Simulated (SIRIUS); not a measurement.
# Se (P3_121) in SIRIUS: equation of state, part 2 of 2

SIRIUS 7.12.0.

## Step 4: Equation of state, PBEsol, 26.72 Å³/atom (volume scaled by 0.98)

sirius.json

```json
{
  "control": {
    "processing_unit": "cpu",
    "std_evp_solver_name": "lapack",
    "gen_evp_solver_name": "lapack",
    "verbosity": 2,
    "print_forces": false,
    "ortho_rf": true,
    "use_second_variation": true,
    "rmt_max": 3.0,
    "num_bands_to_print": 24,
    "save_wf": true
  },
  "parameters": {
    "electronic_structure_method": "full_potential_lapwlo",
    "xc_functionals": ["XC_GGA_X_PBE_SOL", "XC_GGA_C_PBE_SOL"],
    "core_relativity": "dirac",
    "valence_relativity": "iora",
    "num_fv_states": 44,
    "smearing": "fermi_dirac",
    "smearing_width": 0.0018374661,
    "pw_cutoff": 20,
    "gk_cutoff": 3.89,
    "lmax_apw": 10,
    "lmax_rho": 8,
    "lmax_pot": 8,
    "num_mag_dims": 0,
    "auto_rmt": 0,
    "ngridk": [7, 7, 6],
    "shiftk": [0, 0, 0],
    "num_dft_iter": 80,
    "energy_tol": 1e-07,
    "density_tol": 1e-05,
    "use_symmetry": true
  },
  "settings": {"tol_ne": 1e-10},
  "iterative_solver": {"type": "exact"},
  "mixer": {"type": "anderson", "beta": 0.5, "max_history": 8},
  "unit_cell": {
    "lattice_vectors": [[8.1955452199, 0.0, 0.0], [-4.09777261, 7.0975503584, 0.0], [0.0, 0.0, 9.2981202881]],
    "atom_types": ["Se"],
    "atom_files": {"Se": "Se.json"},
    "atoms": {"Se": [[0.7746, 0.7746, 0.0], [0.0, 0.2254, 0.6666666667], [0.2254, 0.0, 0.3333333333]]}
  }
}
```

Se.json

```json
{
  "name": "selenium",
  "symbol": "Se",
  "number": 34,
  "mass": 78.96,
  "rmin": 1e-06,
  "rmt": 2.16,
  "nrmt": 800,
  "rinf": 13.6,
  "core": "1s2s2p",
  "valence": [
    {"basis": [{"enu": -0.05, "dme": 0, "n": 0, "auto": 0}, {"enu": -0.05, "dme": 1, "n": 0, "auto": 0}]},
    {"l": 0, "n": 1, "basis": [{"enu": -0.0983, "dme": 0, "n": 0, "auto": 0}]},
    {"l": 1, "n": 2, "basis": [{"enu": 0.05, "dme": 0, "n": 0, "auto": 0}]},
    {"l": 2, "n": 3, "basis": [{"enu": 0.05, "dme": 0, "n": 0, "auto": 0}]},
    {"l": 3, "n": 4, "basis": [{"enu": 0.05, "dme": 0, "n": 0, "auto": 0}]}
  ],
  "lo": [
    {
      "l": 0,
      "basis": [{"enu": -0.0983, "dme": 0, "n": 0, "auto": 0}, {"enu": -0.0983, "dme": 1, "n": 0, "auto": 0}]
    },
    {
      "l": 0,
      "basis": [{"enu": -0.0983, "dme": 1, "n": 0, "auto": 0}, {"enu": -0.0983, "dme": 2, "n": 0, "auto": 0}]
    },
    {
      "l": 0,
      "basis": [{"enu": -7.5018, "dme": 0, "n": 3, "auto": 1}, {"enu": -7.5018, "dme": 1, "n": 3, "auto": 1}]
    },
    {
      "l": 0,
      "basis": [{"enu": -0.0983, "dme": 0, "n": 0, "auto": 0}, {"enu": 2.4737, "dme": 0, "n": 0, "auto": 0}]
    },
    {"l": 1, "basis": [{"enu": 0.05, "dme": 0, "n": 0, "auto": 0}, {"enu": 0.05, "dme": 1, "n": 0, "auto": 0}]},
    {
      "l": 1,
      "basis": [{"enu": -5.3106, "dme": 0, "n": 3, "auto": 1}, {"enu": -5.3106, "dme": 1, "n": 3, "auto": 1}]
    },
    {
      "l": 1,
      "basis": [{"enu": -5.3106, "dme": 1, "n": 3, "auto": 1}, {"enu": 0.05, "dme": 0, "n": 0, "auto": 0}]
    },
    {"l": 1, "basis": [{"enu": 0.05, "dme": 0, "n": 0, "auto": 0}, {"enu": 3.9938, "dme": 0, "n": 0, "auto": 0}]},
    {"l": 2, "basis": [{"enu": 0.05, "dme": 0, "n": 0, "auto": 0}, {"enu": 0.05, "dme": 1, "n": 0, "auto": 0}]},
    {
      "l": 2,
      "basis": [{"enu": -1.6695, "dme": 0, "n": 3, "auto": 1}, {"enu": -1.6695, "dme": 1, "n": 3, "auto": 1}]
    },
    {
      "l": 2,
      "basis": [{"enu": -1.6695, "dme": 1, "n": 3, "auto": 1}, {"enu": 0.05, "dme": 0, "n": 0, "auto": 0}]
    },
    {"l": 2, "basis": [{"enu": 0.05, "dme": 0, "n": 0, "auto": 0}, {"enu": 4.5082, "dme": 0, "n": 0, "auto": 0}]},
    {"l": 3, "basis": [{"enu": 0.05, "dme": 0, "n": 0, "auto": 0}, {"enu": 0.05, "dme": 1, "n": 0, "auto": 0}]},
    {"l": 3, "basis": [{"enu": 0.05, "dme": 0, "n": 0, "auto": 0}, {"enu": 3.7794, "dme": 0, "n": 0, "auto": 0}]}
  ],
  "free_atom": [... radial grid and density of the free atom, the start of the SCF ...]
}
```

sirius_start.json

```json
{
  "control": {
    "processing_unit": "cpu",
    "std_evp_solver_name": "lapack",
    "gen_evp_solver_name": "lapack",
    "verbosity": 1,
    "print_forces": false,
    "ortho_rf": true,
    "use_second_variation": true,
    "rmt_max": 3.0,
    "num_bands_to_print": 24,
    "save_wf": false
  },
  "parameters": {
    "electronic_structure_method": "full_potential_lapwlo",
    "xc_functionals": ["XC_LDA_X", "XC_LDA_C_PW"],
    "core_relativity": "dirac",
    "valence_relativity": "iora",
    "num_fv_states": 44,
    "smearing": "fermi_dirac",
    "smearing_width": 0.0055123983,
    "pw_cutoff": 20,
    "gk_cutoff": 3.11,
    "lmax_apw": 10,
    "lmax_rho": 8,
    "lmax_pot": 8,
    "num_mag_dims": 0,
    "auto_rmt": 0,
    "ngridk": [3, 3, 2],
    "shiftk": [0, 0, 0],
    "num_dft_iter": 30,
    "energy_tol": 0.01,
    "density_tol": 0.05,
    "use_symmetry": true
  },
  "settings": {"tol_ne": 1e-10},
  "iterative_solver": {"type": "exact"},
  "mixer": {"type": "anderson", "beta": 0.5, "max_history": 8},
  "unit_cell": {
    "lattice_vectors": [[8.1955452199, 0.0, 0.0], [-4.09777261, 7.0975503584, 0.0], [0.0, 0.0, 9.2981202881]],
    "atom_types": ["Se"],
    "atom_files": {"Se": "Se.json"},
    "atoms": {"Se": [[0.7746, 0.7746, 0.0], [0.0, 0.2254, 0.6666666667], [0.2254, 0.0, 0.3333333333]]}
  }
}
```

Command:

```
$ OMP_NUM_THREADS=1 sirius.scf --input=sirius_start.json --output=start.json
$ OMP_NUM_THREADS=1 sirius.scf --input=sirius.json --output=output.json --task=1
```

It took 3.4 min on 1 thread of Arm Neoverse V1, shared host; peak memory 0.73 GiB.

Results (log left out):

- Free energy: -198254.1202 eV
- Band gap on the k mesh: 1.12 eV, indirect (least direct gap 1.47 eV)
- All electrons inside the program's atomic spheres: Se 31.70 (radii Se 2.16 bohr)

Caveat: an odd mesh through Γ misses points on the zone boundary, where band edges often lie.

## Step 5: Equation of state, PBEsol, 27.81 Å³/atom (volume scaled by 1.02)

sirius.json, as its differences from that of step 4:

```diff
@@ -39,3 +39,3 @@
   "unit_cell": {
-    "lattice_vectors": [[8.1955452199, 0.0, 0.0], [-4.09777261, 7.0975503584, 0.0], [0.0, 0.0, 9.2981202881]],
+    "lattice_vectors": [[8.3055656667, 0.0, 0.0], [-4.1527828333, 7.1928308602, 0.0], [0.0, 0.0, 9.4229421664]],
     "atom_types": ["Se"],
```

Se.json

```json
{
  "name": "selenium",
  "symbol": "Se",
  "number": 34,
  "mass": 78.96,
  "rmin": 1e-06,
  "rmt": 2.16,
  "nrmt": 800,
  "rinf": 13.6,
  "core": "1s2s2p",
  "valence": [
    {"basis": [{"enu": -0.07, "dme": 0, "n": 0, "auto": 0}, {"enu": -0.07, "dme": 1, "n": 0, "auto": 0}]},
    {"l": 0, "n": 1, "basis": [{"enu": -0.1183, "dme": 0, "n": 0, "auto": 0}]},
    {"l": 1, "n": 2, "basis": [{"enu": 0.03, "dme": 0, "n": 0, "auto": 0}]},
    {"l": 2, "n": 3, "basis": [{"enu": 0.03, "dme": 0, "n": 0, "auto": 0}]},
    {"l": 3, "n": 4, "basis": [{"enu": 0.03, "dme": 0, "n": 0, "auto": 0}]}
  ],
  "lo": [
    {
      "l": 0,
      "basis": [{"enu": -0.1183, "dme": 0, "n": 0, "auto": 0}, {"enu": -0.1183, "dme": 1, "n": 0, "auto": 0}]
    },
    {
      "l": 0,
      "basis": [{"enu": -0.1183, "dme": 1, "n": 0, "auto": 0}, {"enu": -0.1183, "dme": 2, "n": 0, "auto": 0}]
    },
    {
      "l": 0,
      "basis": [{"enu": -7.5218, "dme": 0, "n": 3, "auto": 1}, {"enu": -7.5218, "dme": 1, "n": 3, "auto": 1}]
    },
    {
      "l": 0,
      "basis": [{"enu": -0.1183, "dme": 0, "n": 0, "auto": 0}, {"enu": 2.4537, "dme": 0, "n": 0, "auto": 0}]
    },
    {"l": 1, "basis": [{"enu": 0.03, "dme": 0, "n": 0, "auto": 0}, {"enu": 0.03, "dme": 1, "n": 0, "auto": 0}]},
    {
      "l": 1,
      "basis": [{"enu": -5.3306, "dme": 0, "n": 3, "auto": 1}, {"enu": -5.3306, "dme": 1, "n": 3, "auto": 1}]
    },
    {
      "l": 1,
      "basis": [{"enu": -5.3306, "dme": 1, "n": 3, "auto": 1}, {"enu": 0.03, "dme": 0, "n": 0, "auto": 0}]
    },
    {"l": 1, "basis": [{"enu": 0.03, "dme": 0, "n": 0, "auto": 0}, {"enu": 3.9738, "dme": 0, "n": 0, "auto": 0}]},
    {"l": 2, "basis": [{"enu": 0.03, "dme": 0, "n": 0, "auto": 0}, {"enu": 0.03, "dme": 1, "n": 0, "auto": 0}]},
    {
      "l": 2,
      "basis": [{"enu": -1.6895, "dme": 0, "n": 3, "auto": 1}, {"enu": -1.6895, "dme": 1, "n": 3, "auto": 1}]
    },
    {
      "l": 2,
      "basis": [{"enu": -1.6895, "dme": 1, "n": 3, "auto": 1}, {"enu": 0.03, "dme": 0, "n": 0, "auto": 0}]
    },
    {"l": 2, "basis": [{"enu": 0.03, "dme": 0, "n": 0, "auto": 0}, {"enu": 4.4882, "dme": 0, "n": 0, "auto": 0}]},
    {"l": 3, "basis": [{"enu": 0.03, "dme": 0, "n": 0, "auto": 0}, {"enu": 0.03, "dme": 1, "n": 0, "auto": 0}]},
    {"l": 3, "basis": [{"enu": 0.03, "dme": 0, "n": 0, "auto": 0}, {"enu": 3.7594, "dme": 0, "n": 0, "auto": 0}]}
  ],
  "free_atom": [... radial grid and density of the free atom, the start of the SCF ...]
}
```

sirius_start.json, as its differences from that of step 4:

```diff
@@ -39,3 +39,3 @@
   "unit_cell": {
-    "lattice_vectors": [[8.1955452199, 0.0, 0.0], [-4.09777261, 7.0975503584, 0.0], [0.0, 0.0, 9.2981202881]],
+    "lattice_vectors": [[8.3055656667, 0.0, 0.0], [-4.1527828333, 7.1928308602, 0.0], [0.0, 0.0, 9.4229421664]],
     "atom_types": ["Se"],
```

Command:

```
$ OMP_NUM_THREADS=1 sirius.scf --input=sirius_start.json --output=start.json
$ OMP_NUM_THREADS=1 sirius.scf --input=sirius.json --output=output.json --task=1
```

Wall time 3.6 min (1 thread of Arm Neoverse V1, shared host); peak memory 0.75 GiB.

Results (log left out):

- Free energy: -198254.1232 eV
- Band gap on the k mesh: 1.16 eV, indirect (least direct gap 1.42 eV)
- All electrons inside the program's atomic spheres: Se 31.68 (radii Se 2.16 bohr)

Caveat: an odd mesh through Γ misses points on the zone boundary, where band edges often lie.

## Step 6: Equation of state, PBEsol, 28.35 Å³/atom (volume scaled by 1.04)

sirius.json, as its differences from that of step 5:

```diff
@@ -39,3 +39,3 @@
   "unit_cell": {
-    "lattice_vectors": [[8.3055656667, 0.0, 0.0], [-4.1527828333, 7.1928308602, 0.0], [0.0, 0.0, 9.4229421664]],
+    "lattice_vectors": [[8.3594994226, 0.0, 0.0], [-4.1797497113, 7.2395388629, 0.0], [0.0, 0.0, 9.4841318171]],
     "atom_types": ["Se"],
```

Se.json is that of step 5.

sirius_start.json, as its differences from that of step 5:

```diff
@@ -39,3 +39,3 @@
   "unit_cell": {
-    "lattice_vectors": [[8.3055656667, 0.0, 0.0], [-4.1527828333, 7.1928308602, 0.0], [0.0, 0.0, 9.4229421664]],
+    "lattice_vectors": [[8.3594994226, 0.0, 0.0], [-4.1797497113, 7.2395388629, 0.0], [0.0, 0.0, 9.4841318171]],
     "atom_types": ["Se"],
```

Potentials or basis: all-electron FP-LAPW, apw+lo standard.

Command:

```
$ OMP_NUM_THREADS=1 sirius.scf --input=sirius_start.json --output=start.json
$ OMP_NUM_THREADS=1 sirius.scf --input=sirius.json --output=output.json --task=1
```

Run time: 3.8 min. Hardware: 1 thread of Arm Neoverse V1, shared host; peak memory 0.76 GiB.

It converged, with:

* Free energy: -198254.1087 eV
* Band gap on the k mesh: 1.14 eV, indirect (least direct gap 1.40 eV)
* All electrons inside the program's atomic spheres: Se 31.67 (radii Se 2.16 bohr)

Caveat: an odd mesh through Γ misses points on the zone boundary, where band edges often lie.

## Step 7: Equation of state, PBEsol, 28.90 Å³/atom (volume scaled by 1.06)

sirius.json, as its differences from that of step 6:

```diff
@@ -39,3 +39,3 @@
   "unit_cell": {
-    "lattice_vectors": [[8.3594994226, 0.0, 0.0], [-4.1797497113, 7.2395388629, 0.0], [0.0, 0.0, 9.4841318171]],
+    "lattice_vectors": [[8.4127460774, 0.0, 0.0], [-4.2063730386, 7.2856518186, 0.0], [0.0, 0.0, 9.5445419287]],
     "atom_types": ["Se"],
```

Se.json

```json
{
  "name": "selenium",
  "symbol": "Se",
  "number": 34,
  "mass": 78.96,
  "rmin": 1e-06,
  "rmt": 2.16,
  "nrmt": 800,
  "rinf": 13.6,
  "core": "1s2s2p",
  "valence": [
    {"basis": [{"enu": -0.08, "dme": 0, "n": 0, "auto": 0}, {"enu": -0.08, "dme": 1, "n": 0, "auto": 0}]},
    {"l": 0, "n": 1, "basis": [{"enu": -0.1283, "dme": 0, "n": 0, "auto": 0}]},
    {"l": 1, "n": 2, "basis": [{"enu": 0.02, "dme": 0, "n": 0, "auto": 0}]},
    {"l": 2, "n": 3, "basis": [{"enu": 0.02, "dme": 0, "n": 0, "auto": 0}]},
    {"l": 3, "n": 4, "basis": [{"enu": 0.02, "dme": 0, "n": 0, "auto": 0}]}
  ],
  "lo": [
    {
      "l": 0,
      "basis": [{"enu": -0.1283, "dme": 0, "n": 0, "auto": 0}, {"enu": -0.1283, "dme": 1, "n": 0, "auto": 0}]
    },
    {
      "l": 0,
      "basis": [{"enu": -0.1283, "dme": 1, "n": 0, "auto": 0}, {"enu": -0.1283, "dme": 2, "n": 0, "auto": 0}]
    },
    {
      "l": 0,
      "basis": [{"enu": -7.5318, "dme": 0, "n": 3, "auto": 1}, {"enu": -7.5318, "dme": 1, "n": 3, "auto": 1}]
    },
    {
      "l": 0,
      "basis": [{"enu": -0.1283, "dme": 0, "n": 0, "auto": 0}, {"enu": 2.4437, "dme": 0, "n": 0, "auto": 0}]
    },
    {"l": 1, "basis": [{"enu": 0.02, "dme": 0, "n": 0, "auto": 0}, {"enu": 0.02, "dme": 1, "n": 0, "auto": 0}]},
    {
      "l": 1,
      "basis": [{"enu": -5.3406, "dme": 0, "n": 3, "auto": 1}, {"enu": -5.3406, "dme": 1, "n": 3, "auto": 1}]
    },
    {
      "l": 1,
      "basis": [{"enu": -5.3406, "dme": 1, "n": 3, "auto": 1}, {"enu": 0.02, "dme": 0, "n": 0, "auto": 0}]
    },
    {"l": 1, "basis": [{"enu": 0.02, "dme": 0, "n": 0, "auto": 0}, {"enu": 3.9638, "dme": 0, "n": 0, "auto": 0}]},
    {"l": 2, "basis": [{"enu": 0.02, "dme": 0, "n": 0, "auto": 0}, {"enu": 0.02, "dme": 1, "n": 0, "auto": 0}]},
    {
      "l": 2,
      "basis": [{"enu": -1.6995, "dme": 0, "n": 3, "auto": 1}, {"enu": -1.6995, "dme": 1, "n": 3, "auto": 1}]
    },
    {
      "l": 2,
      "basis": [{"enu": -1.6995, "dme": 1, "n": 3, "auto": 1}, {"enu": 0.02, "dme": 0, "n": 0, "auto": 0}]
    },
    {"l": 2, "basis": [{"enu": 0.02, "dme": 0, "n": 0, "auto": 0}, {"enu": 4.4782, "dme": 0, "n": 0, "auto": 0}]},
    {"l": 3, "basis": [{"enu": 0.02, "dme": 0, "n": 0, "auto": 0}, {"enu": 0.02, "dme": 1, "n": 0, "auto": 0}]},
    {"l": 3, "basis": [{"enu": 0.02, "dme": 0, "n": 0, "auto": 0}, {"enu": 3.7494, "dme": 0, "n": 0, "auto": 0}]}
  ],
  "free_atom": [... radial grid and density of the free atom, the start of the SCF ...]
}
```

sirius_start.json, as its differences from that of step 6:

```diff
@@ -39,3 +39,3 @@
   "unit_cell": {
-    "lattice_vectors": [[8.3594994226, 0.0, 0.0], [-4.1797497113, 7.2395388629, 0.0], [0.0, 0.0, 9.4841318171]],
+    "lattice_vectors": [[8.4127460774, 0.0, 0.0], [-4.2063730386, 7.2856518186, 0.0], [0.0, 0.0, 9.5445419287]],
     "atom_types": ["Se"],
```

Command:

```
$ OMP_NUM_THREADS=1 sirius.scf --input=sirius_start.json --output=start.json
$ OMP_NUM_THREADS=1 sirius.scf --input=sirius.json --output=output.json --task=1
```

Wall time 3.9 min (1 thread of Arm Neoverse V1, shared host); peak memory 0.77 GiB.

Results (log left out):

| Quantity | Value |
| --- | --- |
| Free energy | -198254.0849 eV |
| Band gap on the k mesh | 1.12 eV, indirect (least direct gap 1.37 eV) |
| All electrons inside the program's atomic spheres | Se 31.66 (radii Se 2.16 bohr) |

Caveat: an odd mesh through Γ misses points on the zone boundary, where band edges often lie.

## Step 8: Equation of state, PBEsol

This step only gathers the single runs of the series.

What came out:

```yaml
Equilibrium_volume: 27.32 Å³/atom
Bulk_modulus_at_fixed_shape_and_positions: 56 GPa
Pressure_derivative_of_the_bulk_modulus: "5.0 (rough: it moves with the points fitted)"
```

Energy against volume, from the lowest point:
```csv
volume (Å³/atom),energy (meV/atom)
25.625,20.92
26.170,9.19
26.716,2.36
27.261,0.00
27.806,1.36
28.351,6.19
28.896,14.12
```

Caveat: the cell was scaled at fixed shape and fractional positions, which overstates the stiffness of a crystal with free parameters, most of all of layers and chains.
